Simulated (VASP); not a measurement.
# SiC in VASP: one cell, several levels of theory

SiC in the zincblende structure, under -2.0 % equal strain in all directions is computed at one geometry. Runs: PBE, r2SCAN. The results are then set beside those of Ansatz 0.2.0 for the same cell.

Program: VASP 6.6.1. PAW datasets, plane waves. (Simulation; spin polarisation is off.)

## Step 1: The system as given

The cell comes from an earlier relaxation with r2SCAN in another program.

It is cubic, F-43m (No. 216); a = 4.269 Å in the conventional setting, 9.72 Å³ an atom. Near Si stand 4 C at 1.85 Å; near C stand 4 Si at 1.85 Å.

The structure in full:

```cif
data_structure
_symmetry_space_group_name_H-M 'P 1'
_symmetry_Int_Tables_number 1
_cell_length_a 3.0186
_cell_length_b 3.0186
_cell_length_c 3.0186
_cell_angle_alpha 60.000
_cell_angle_beta 60.000
_cell_angle_gamma 60.000
_cell_volume 19.45
loop_
_atom_site_label
_atom_site_type_symbol
_atom_site_fract_x
_atom_site_fract_y
_atom_site_fract_z
_atom_site_occupancy
Si1 Si 0.00000 0.00000 0.00000 1
C1 C 0.25000 0.25000 0.25000 1
```

## Step 2: Single point with PBE

Contents of INCAR:

```
ENCUT = 520.000000
SIGMA = 0.020000
EDIFF = 1.00e-07
GGA = PE
PREC = Accurate
IBRION = -1
ISIF = 2
ISMEAR = -1
NBANDS = 11
NELM = 120
NSW = 0
LASPH = .TRUE.
LCHARG = .FALSE.
LWAVE = .FALSE.
LREAL = .FALSE.
```

Contents of KPOINTS:

```
KPOINTS created by Atomic Simulation Environment
0
Gamma
10 10 10
0 0 0
```

Contents of KPOINTS_OPT:

```
special points
7
Reciprocal
0.0000000000 0.0000000000 0.0000000000 1
-0.5000000000 -0.5000000000 0.0000000000 1
-0.3750000000 -0.3750000000 0.2500000000 1
-0.3750000000 0.0000000000 0.3750000000 1
0.0000000000 0.0000000000 0.5000000000 1
-0.5000000000 -0.2500000000 0.2500000000 1
0.0000000000 0.5000000000 0.5000000000 1
```

Contents of POSCAR:

```
Si C
 1.0000000000000000
     0.0000000000000000    2.1344913040000000    2.1344913040000000
     2.1344913040000000    0.0000000000000000    2.1344913040000000
     2.1344913040000000    2.1344913040000000    0.0000000000000000
 Si  C
   1   1
Cartesian
  0.0000000000000000  0.0000000000000000  0.0000000000000000
  1.0672456520000000  1.0672456520000000  1.0672456520000000
```

Potentials: the recommended PBE PAW datasets, 8 valence electrons in the neutral cell.

Started as:

```bash
$ mpirun -np 1 vasp_std
```

Printed to the terminal (iteration lines stand in OSZICAR):

```text
POSCAR found type information on POSCAR SiC
 POSCAR found :  2 types and       2 ions
 LDA part: xc-table for (Slater+PW92), standard interpolation
 POSCAR, INCAR and KPOINTS ok, starting setup
 FFT: planning ... GRIDC
 FFT: planning ... GRID_SOFT
 FFT: planning ... GRID
 WAVECAR not read
 entering main loop
 Start KPOINTS_OPT (optional k-point list driver)
k-point batch [1-7\7]
```

OSZICAR:

```text
N       E                     dE             d eps       ncg     rms          rms(c)
DAV:   1     0.269442184567E+01    0.26944E+01   -0.41160E+03  1098   0.620E+02
DAV:   2    -0.164696412713E+02   -0.19164E+02   -0.17993E+02  1332   0.108E+02
DAV:   3    -0.170080724966E+02   -0.53843E+00   -0.53720E+00  1259   0.153E+01
DAV:   4    -0.170099612841E+02   -0.18888E-02   -0.18886E-02  1176   0.116E+00
DAV:   5    -0.170099689733E+02   -0.76892E-05   -0.76891E-05  1255   0.673E-02    0.949E+00
DAV:   6    -0.150534162943E+02    0.19566E+01   -0.66016E+00  1160   0.118E+01    0.427E+00
DAV:   7    -0.149826643504E+02    0.70752E-01   -0.46920E-01  1220   0.387E+00    0.190E+00
DAV:   8    -0.149744366985E+02    0.82277E-02   -0.21282E-02  1172   0.973E-01    0.171E-01
DAV:   9    -0.149745431445E+02   -0.10645E-03   -0.14953E-03  1269   0.226E-01    0.116E-01
DAV:  10    -0.149746430386E+02   -0.99894E-04   -0.20441E-04  1148   0.892E-02    0.264E-02
DAV:  11    -0.149746449438E+02   -0.19051E-05   -0.33330E-05  1250   0.312E-02    0.670E-03
DAV:  12    -0.149746453216E+02   -0.37783E-06   -0.15113E-06  1202   0.750E-03    0.118E-03
DAV:  13    -0.149746453586E+02   -0.37067E-07   -0.65748E-08   938   0.186E-03
   1 F= -.14974645E+02 E0= -.14974645E+02  d E =-.150113E-11
       N       E                     dE             ncg
DAV:   1     0.928829092987E+03   -0.20019E+04      154
DAV:   2     0.809658448376E+03   -0.11917E+03      210
DAV:   3     0.807262917023E+03   -0.23955E+01      196
DAV:   4     0.807255908070E+03   -0.70090E-02      197
DAV:   5     0.807255885372E+03   -0.22698E-04      196
DAV:   6     0.807255885241E+03   -0.13087E-06      197
DAV:   7     0.807255885240E+03   -0.10795E-08      190
```

The lines after F= are the extra pass for the points of KPOINTS_OPT, at fixed density; their E is not a total energy.

From OUTCAR:

```text
k-points           NKPTS =     47   k-points in BZ     NKDIM =     47   number of bands    NBANDS=     11

   NELECT =       8.0000    total number of electrons

   dimension x,y,z NGX =    24 NGY =   24 NGZ =   24
   dimension x,y,z NGXF=    48 NGYF=   48 NGZF=   48

  energy-cutoff  :      520.00
  volume of cell :       19.45
      direct lattice vectors                 reciprocal lattice vectors
     0.000000000  2.134491304  2.134491304    -0.234247851  0.234247851  0.234247851
     2.134491304  0.000000000  2.134491304     0.234247851 -0.234247851  0.234247851
     2.134491304  2.134491304  0.000000000     0.234247851  0.234247851 -0.234247851

 k-points in reciprocal lattice and weights: KPOINTS created by Atomic Simulation Env
   0.00000000  0.00000000  0.00000000       0.001
   0.10000000  0.00000000  0.00000000       0.008
   0.20000000  0.00000000  0.00000000       0.008
   0.30000000  0.00000000  0.00000000       0.008
   0.40000000  0.00000000  0.00000000       0.008
   0.50000000  0.00000000  0.00000000       0.004
   0.10000000  0.10000000  0.00000000       0.006
   0.20000000  0.10000000  0.00000000       0.024
[... 39 more k-points ...]

 E-fermi :   9.2453

 k-point     1 :       0.0000    0.0000    0.0000
  band No.  band energies     occupation
      1      -7.0809      2.00000
      2       8.8167      2.00000
      3       8.8167      2.00000
      4       8.8167      2.00000
      5      15.7811      0.00000
      6      16.5685      0.00000
      7      16.5685      0.00000
      8      16.5685      0.00000
      9      23.6929      0.00000
     10      23.6929      0.00000
     11      26.2788      0.00000

 k-point     2 :       0.1000    0.0000    0.0000
  band No.  band energies     occupation
      1      -6.8757      2.00000
      2       7.7990      2.00000
      3       8.6817      2.00000
      4       8.6817      2.00000
      5      15.9347      0.00000
      6      16.8207      0.00000
      7      16.8207      0.00000
      8      16.9439      0.00000
      9      22.6935      0.00000
     10      22.6935      0.00000
     11      25.6382      0.00000

 k-point     3 :       0.2000    0.0000    0.0000
  band No.  band energies     occupation
      1      -6.2686      2.00000
      2       5.6212      2.00000
      3       8.3716      2.00000
      4       8.3716      2.00000
      5      15.5772      0.00000
      6      17.1637      0.00000
      7      17.1637      0.00000
      8      18.1934      0.00000
      9      22.0166      0.00000
     10      22.0166      0.00000
     11      24.7318      0.00000

 k-point     4 :       0.3000    0.0000    0.0000
  band No.  band energies     occupation
      1      -5.2942      2.00000
      2       3.2173      2.00000
      3       8.0518      2.00000
      4       8.0518      2.00000
      5      15.1701      0.00000
      6      16.9371      0.00000
      7      16.9371      0.00000
      8      19.0727      0.00000
      9      22.9468      0.00000
     10      22.9468      0.00000
     11      24.5773      0.00000

 k-point     5 :       0.4000    0.0000    0.0000
  band No.  band energies     occupation
      1      -4.0763      2.00000
      2       1.0578      2.00000
      3       7.8305      2.00000
      4       7.8305      2.00000
      5      14.9085      0.00000
      6      16.4895      0.00000
      7      16.4895      0.00000
      8      19.2492      0.00000
      9      25.0152      0.00000
     10      25.0152      0.00000
     11      25.2868      0.00000

 k-point     6 :       0.5000    0.0000    0.0000
  band No.  band energies     occupation
      1      -3.2786      2.00000
      2      -0.0653      2.00000
      3       7.7530      2.00000
      4       7.7530      2.00000
      5      14.8218      0.00000
      6      16.2992      0.00000
      7      16.2992      0.00000
      8      19.2168      0.00000
      9      25.7921      0.00000
     10      26.7096      0.00000
     11      26.7096      0.00000

 k-point     7 :       0.1000    0.1000    0.0000
  band No.  band energies     occupation
      1      -6.8073      2.00000
      2       8.0814      2.00000
      3       8.3281      2.00000
      4       8.3281      2.00000
      5      15.7191      0.00000
      6      16.5492      0.00000
      7      17.3031      0.00000
      8      17.3031      0.00000
      9      21.2217      0.00000
     10      24.0002      0.00000
     11      27.1415      0.00000

[... the tables of k-points 8 to 47 left out ...]

  Total        2.2922451      2.2922451      2.2922451     -0.0000000     -0.0000000      0.0000000
  in kB      188.8245567    188.8245567    188.8245567     -0.0000000     -0.0000000      0.0000000
  external PRESSURE =     188.8245567 kB  Pullay stress =       0.0000000 kB

 POSITION                                       TOTAL-FORCE (eV/Angst)
 -----------------------------------------------------------------------------------
      0.00000      0.00000      0.00000        -0.000000     -0.000000     -0.000000
      1.06725      1.06725      1.06725         0.000000      0.000000      0.000000
 -----------------------------------------------------------------------------------
    total drift:                                0.000000      0.000000      0.000000

  FREE ENERGIE OF THE ION-ELECTRON SYSTEM (eV)
  ---------------------------------------------------
  free  energy   TOTEN  =       -14.9746453586 eV

  energy  without entropy=      -14.9746453586  energy(sigma->0) =      -14.97464536
```

Hardware: 1 MPI rank of Intel Xeon Platinum 8488C, shared host.

The levels at the points of KPOINTS_OPT are read from vasprun.xml.

Band energies at the special points (eV, zero at the top of v, the last band that the electrons fill by count):

```tsv
point	v−1	v	c	c+1
Γ	0.00	0.00	6.96	7.75
X	-3.30	-3.30	1.30	4.54
U	-5.84	-2.68	3.16	8.13
K	-5.84	-2.68	3.16	8.13
L	-1.06	-1.06	6.01	7.48
W	-5.27	-4.93	5.29	9.96
```

Gap with PBE: 1.30 eV, valence top at Γ, conduction bottom at X. Least direct gap: 4.60 eV. The pressure is 18.88 GPa; the forces vanish within 0.01 eV/Å.

## Step 3: r2SCAN at this geometry

Contents of INCAR:

```
ENCUT = 520.000000
SIGMA = 0.010000
EDIFF = 1.00e-07
ALGO = Normal
METAGGA = R2SCAN
PREC = Accurate
IBRION = -1
ISIF = 2
ISMEAR = 0
NBANDS = 11
NELM = 120
NSW = 0
LASPH = .TRUE.
LCHARG = .TRUE.
LELF = .TRUE.
LWAVE = .FALSE.
LREAL = .FALSE.
```

KPOINTS is that of step 2.

KPOINTS_OPT is that of step 2.

POSCAR is that of step 2.

Started as:

```bash
$ mpirun -np 1 vasp_std
```

Printed to the terminal (iteration lines stand in OSZICAR):

```text
POSCAR found type information on POSCAR SiC
 POSCAR found :  2 types and       2 ions
 -----------------------------------------------------------------------------
|                                                                             |
|                                                                             |
|     You enforced a specific xc type in the INCAR file but a different       |
|     I HOPE YOU KNOW WHAT YOU ARE DOING!                                     |
|                                                                             |
 -----------------------------------------------------------------------------

 LDA part: xc-table for (None), standard interpolation
 POSCAR, INCAR and KPOINTS ok, starting setup
 FFT: planning ... GRIDC
 FFT: planning ... GRID_SOFT
 FFT: planning ... GRID
 WAVECAR not read
 entering main loop
 Start KPOINTS_OPT (optional k-point list driver)
k-point batch [1-7\7]
```

OSZICAR:

```text
N       E                     dE             d eps       ncg     rms          rms(c)
DAV:   1    -0.215383289545E+01   -0.21538E+01   -0.42562E+03  1098   0.640E+02
DAV:   2    -0.218399189344E+02   -0.19686E+02   -0.18492E+02  1316   0.112E+02
DAV:   3    -0.223875327611E+02   -0.54761E+00   -0.54647E+00  1262   0.157E+01
DAV:   4    -0.223893938854E+02   -0.18611E-02   -0.18610E-02  1179   0.117E+00
DAV:   5    -0.223894012728E+02   -0.73874E-05   -0.73873E-05  1252   0.674E-02    0.990E+00
DAV:   6    -0.192461869873E+02    0.31432E+01   -0.51083E+00  1148   0.110E+01    0.555E+00
DAV:   7    -0.192610008167E+02   -0.14814E-01   -0.59216E-01  1260   0.446E+00    0.261E+00
DAV:   8    -0.192715213669E+02   -0.10521E-01   -0.20540E-02  1133   0.112E+00    0.223E-01
DAV:   9    -0.192718867577E+02   -0.36539E-03   -0.38500E-04  1395   0.178E-01    0.159E-01
DAV:  10    -0.192719548625E+02   -0.68105E-04   -0.64808E-05  1145   0.755E-02    0.163E-02
DAV:  11    -0.192719549690E+02   -0.10645E-06   -0.62940E-07  1305   0.575E-03    0.441E-03
DAV:  12    -0.192719551385E+02   -0.16958E-06   -0.18274E-07  1178   0.374E-03    0.795E-04
DAV:  13    -0.192719551177E+02    0.20832E-07   -0.11293E-08   706   0.630E-04
   1 F= -.19271955E+02 E0= -.19271955E+02  d E =-.507308E-12
       N       E                     dE             ncg
DAV:   1     0.911265077284E+03   -0.20194E+04      154
DAV:   2     0.786166407073E+03   -0.12510E+03      210
DAV:   3     0.783700604550E+03   -0.24658E+01      196
DAV:   4     0.783693366449E+03   -0.72381E-02      197
DAV:   5     0.783693343463E+03   -0.22986E-04      196
DAV:   6     0.783693343335E+03   -0.12795E-06      197
DAV:   7     0.783693343334E+03   -0.10283E-08      196
```

From OUTCAR:

```text
k-points           NKPTS =     47   k-points in BZ     NKDIM =     47   number of bands    NBANDS=     11

   NELECT =       8.0000    total number of electrons

   dimension x,y,z NGX =    24 NGY =   24 NGZ =   24
   dimension x,y,z NGXF=    48 NGYF=   48 NGZF=   48

  energy-cutoff  :      520.00
  volume of cell :       19.45
      direct lattice vectors                 reciprocal lattice vectors
     0.000000000  2.134491304  2.134491304    -0.234247851  0.234247851  0.234247851
     2.134491304  0.000000000  2.134491304     0.234247851 -0.234247851  0.234247851
     2.134491304  2.134491304  0.000000000     0.234247851  0.234247851 -0.234247851

 k-points in reciprocal lattice and weights: KPOINTS created by Atomic Simulation Env
   0.00000000  0.00000000  0.00000000       0.001
   0.10000000  0.00000000  0.00000000       0.008
   0.20000000  0.00000000  0.00000000       0.008
   0.30000000  0.00000000  0.00000000       0.008
   0.40000000  0.00000000  0.00000000       0.008
   0.50000000  0.00000000  0.00000000       0.004
   0.10000000  0.10000000  0.00000000       0.006
   0.20000000  0.10000000  0.00000000       0.024
[... 39 more k-points ...]

 E-fermi :   8.7295

 k-point     1 :       0.0000    0.0000    0.0000
  band No.  band energies     occupation
      1      -7.9925      2.00000
      2       8.6879      2.00000
      3       8.6879      2.00000
      4       8.6879      2.00000
      5      16.3068      0.00000
      6      17.0139      0.00000
      7      17.0139      0.00000
      8      17.0139      0.00000
      9      24.2865      0.00000
     10      24.2865      0.00000
     11      27.4914      0.00000

 k-point     2 :       0.1000    0.0000    0.0000
  band No.  band energies     occupation
      1      -7.7800      2.00000
      2       7.6303      2.00000
      3       8.5470      2.00000
      4       8.5470      2.00000
      5      16.4366      0.00000
      6      17.2821      0.00000
      7      17.2821      0.00000
      8      17.4743      0.00000
      9      23.2979      0.00000
     10      23.2979      0.00000
     11      26.6481      0.00000

 k-point     3 :       0.2000    0.0000    0.0000
  band No.  band energies     occupation
      1      -7.1523      2.00000
      2       5.3625      2.00000
      3       8.2220      2.00000
      4       8.2220      2.00000
      5      16.0610      0.00000
      6      17.6446      0.00000
      7      17.6446      0.00000
      8      18.8671      0.00000
      9      22.6223      0.00000
     10      22.6223      0.00000
     11      25.6940      0.00000

 k-point     4 :       0.3000    0.0000    0.0000
  band No.  band energies     occupation
      1      -6.1492      2.00000
      2       2.8651      2.00000
      3       7.8856      2.00000
      4       7.8856      2.00000
      5      15.6477      0.00000
      6      17.3952      0.00000
      7      17.3952      0.00000
      8      19.8461      0.00000
      9      23.6407      0.00000
     10      23.6407      0.00000
     11      25.5599      0.00000

 k-point     5 :       0.4000    0.0000    0.0000
  band No.  band energies     occupation
      1      -4.9127      2.00000
      2       0.6441      2.00000
      3       7.6519      2.00000
      4       7.6519      2.00000
      5      15.3804      0.00000
      6      16.9177      0.00000
      7      16.9177      0.00000
      8      20.0517      0.00000
      9      25.8693      0.00000
     10      25.8693      0.00000
     11      26.3689      0.00000

 k-point     6 :       0.5000    0.0000    0.0000
  band No.  band energies     occupation
      1      -4.1316      2.00000
      2      -0.4771      2.00000
      3       7.5699      2.00000
      4       7.5699      2.00000
      5      15.2914      0.00000
      6      16.7162      0.00000
      7      16.7162      0.00000
      8      20.0213      0.00000
      9      26.9442      0.00000
     10      27.7540      0.00000
     11      27.7540      0.00000

 k-point     7 :       0.1000    0.1000    0.0000
  band No.  band energies     occupation
      1      -7.7092      2.00000
      2       7.9208      2.00000
      3       8.1797      2.00000
      4       8.1797      2.00000
      5      16.1807      0.00000
      6      17.0900      0.00000
      7      17.7939      0.00000
      8      17.7939      0.00000
      9      21.8095      0.00000
     10      24.6124      0.00000
     11      28.1700      0.00000

[... the tables of k-points 8 to 47 left out ...]

  Total        1.8549523      1.8549523      1.8549523      0.0000000      0.0000000     -0.0000000
  in kB      152.8023951    152.8023951    152.8023951      0.0000000      0.0000000     -0.0000000
  external PRESSURE =     152.8023951 kB  Pullay stress =       0.0000000 kB

 POSITION                                       TOTAL-FORCE (eV/Angst)
 -----------------------------------------------------------------------------------
      0.00000      0.00000      0.00000         0.000000     -0.000000      0.000000
      1.06725      1.06725      1.06725        -0.000000      0.000000     -0.000000
 -----------------------------------------------------------------------------------
    total drift:                               -0.000001     -0.000001     -0.000001

  FREE ENERGIE OF THE ION-ELECTRON SYSTEM (eV)
  ---------------------------------------------------
  free  energy   TOTEN  =       -19.2719551177 eV

  energy  without entropy=      -19.2719551177  energy(sigma->0) =      -19.27195512
```

Hardware: 1 MPI rank of Intel Xeon Platinum 8488C, shared host.

The levels at the points of KPOINTS_OPT are read from vasprun.xml.

Levels at the named points, in eV from the top of band v (v: the last filled band by count, c: the next):

```tsv
point	v−1	v	c	c+1
Γ	0.00	0.00	7.62	8.33
X	-3.45	-3.45	1.68	5.07
U	-6.02	-2.80	3.62	8.80
K	-6.02	-2.80	3.62	8.80
L	-1.12	-1.12	6.60	8.03
W	-5.46	-5.05	5.83	10.68
```

r2SCAN gives an indirect gap of 1.68 eV, from Γ to X; the least direct gap is 5.14 eV. Pressure: 15.28 GPa; the forces vanish within 0.01 eV/Å.

The maps below are laid out on this run's own conventional cell (a, b, c = 4.269, 4.269, 4.269 Å).

Density in a lattice plane of the grid's cell (edges 4.27 and 4.27 Å, at 0.000 of the third edge), which holds Si.

Ten even steps from '0' (-0.18 e/Å³) to '9' (0.46 e/Å³):
```
135788765443334456788753
568999765544444556799986
889999876554445567899998
889999887666566678899998
777888888877777888888877
566678899998889999887666
445567899998889999876554
444556799986568999765544
334456788753135788765443
334456788741014788765443
334456788753135788765443
444556799986568999765544
445567899998889999876554
566678899998889999887666
777888888877777888888877
889999887666566678899998
889999876554445567899998
568999765544444556799986
135788765443334456788753
014788765443334456788741
```
Columns run along the first of these edges and rows up along the second, over one cell in 24 and 20 even steps from the bottom left corner. Atoms in the plane (fractional): Si at (0.00, 0.00), Si at (0.50, 0.50).

ELF in the same plane.

Ten even steps from ' ' (0.02) to '@' (0.74):
```
  ..::==++++++--::..          ..::--++++++==::..
..::++##%%%%**++--::..      ..::--++##%%%%##++::
--==##@@@@@@%%**++--::......::--++**%%@@@@@@##==
==++##@@@@@@%%%%##++==--::--==++##%%%%@@@@@@##++
====**##%%%%@@%%%%##**======**##%%%%@@%%%%##**==
::--==++##%%%%@@@@@@##++==++##@@@@@@%%%%##++==--
....::--++**%%@@@@@@##==--==##@@@@@@%%**++--::..
    ..::--++##%%%%##++::..--++##%%%%**++--::..  
      ..::--++++++==::..  ..::==++++++--::..    
        ..::======::..      ..::======::..      
      ..::--++++++==::..  ..::==++++++--::..    
    ..::--++##%%%%##++::..::++##%%%%**++--::..  
....::--++**%%@@@@@@##==--==##@@@@@@%%**++--::..
::--==++##%%%%@@@@@@##++==++##@@@@@@%%%%##++==--
====**##%%%%@@%%%%##**======**##%%%%@@%%%%##**==
==++##@@@@@@%%%%##++==--::--==++##%%%%@@@@@@##++
--==##@@@@@@%%**++--::......::--++**%%@@@@@@##==
..--++##%%%%**++--::..      ..::--++##%%%%##++::
  ..::==++++++--::..          ..::--++++++==::..
    ..::======::..              ..::======::..  
```
Columns run along the first of these edges and rows up along the second, over one cell in 24 and 20 even steps from the bottom left corner. Atoms in the plane (fractional): Si at (0.00, 0.00), Si at (0.50, 0.50).

Both are smooth fields of the valence electrons: close to the nuclei they are not physical.

Outside the cores ELF peaks at 0.93 on the C–Si line, 0.8 Å from C.

## Step 4: Results

| level | gap (eV) | pressure (GPa) | Ansatz: gap (eV) | Ansatz: pressure (GPa) |
| --- | --- | --- | --- | --- |
| PBE | 1.30 | 18.88 | 1.30 | 18.98 |
| r2SCAN | 1.68 | 15.28 | 1.67 | 15.53 |

The gap runs from 1.30 eV (PBE) to 1.68 eV (r2SCAN). At this one volume the pressure spans 15.3 GPa (r2SCAN) to 18.9 GPa (PBE): PBE wants the largest cell and r2SCAN the smallest. The two programs agree on the gap within 0.02 eV, far less than the spread between functionals. Each program uses its own PAW datasets and cutoff.
